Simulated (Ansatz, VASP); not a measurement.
One calculation of ZnO, two programs

```
CELL_PARAMETERS angstrom
3.16916 0.00000 0.00000
-1.58458 2.74457 0.00000
0.00000 0.00000 5.10502
ATOMIC_POSITIONS crystal
Zn 0.33333 0.66667 0.49969
Zn 0.66667 0.33333 0.99969
O 0.66667 0.33333 0.37932
O 0.33333 0.66667 0.87932
```

Alike in both runs: functional r2SCAN; k mesh 12 × 12 × 6; occupations gaussian, width 0.02 eV; no spin polarisation.

Ansatz relaxed the structure, and its values are those at the end. VASP's run is a single point on that final structure, the one shown.

```csv
,VASP,Ansatz
version,VASP 6.6.1,Ansatz 0.2.0
potentials or method,"VASP PAW PBE potentials, release 64 (Zn, O)","scalar-relativistic, plane waves, PAW"
plane-wave cutoff (eV),520,500
valence electrons in the cell,36,36
```

|  | VASP | Ansatz | Ansatz less VASP |
| --- | --- | --- | --- |
| gap on the k mesh at the Fermi level (eV) | 1.33 | 1.33 | -0.001 |
| least direct gap on the mesh (eV) | 1.33 | 1.33 | -0.001 |
| pressure (GPa) | 12.1 | 10.6 | -1.44 |

The functional is the same, so the differences come from potentials, cutoffs and numerics.

Caveats: the PAW data sets were made with another functional, which shifts forces and pressure a little (VASP). r2SCAN opens gaps a little over a GGA but as a rule still falls short of measured ones.
